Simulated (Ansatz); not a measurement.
BaSnO3:
```
CELL_PARAMETERS angstrom
      4.13130     0.00000     0.00000
      0.00000     4.13130     0.00000
      0.00000     0.00000     4.13130
ATOMIC_POSITIONS crystal
  Ba 0.00000 0.00000 0.00000
  Sn 0.50000 0.50000 0.50000
  O  0.00000 0.50000 0.50000
  O  0.50000 0.50000 0.00000
  O  0.50000 0.00000 0.50000
```

r²SCAN in the plane-wave PAW code Ansatz gives a gap of 1.56 eV without spin–orbit coupling, maximum at R, minimum at Γ.

### Question
What happens when spin–orbit coupling is switched on?

### Answer
The gap rises by 0.01 eV, to 1.57 eV; maximum at R, minimum at Γ.

### Question
Give the electron effective mass with spin–orbit coupling.

### Answer
0.19 mₑ (isotropic).

Space group Pm-3m (cubic perovskite). Symmetry was held in the r²SCAN relaxation; phonons on a q-mesh show no instability.

Potentials: the later of the program's two PAW sets.
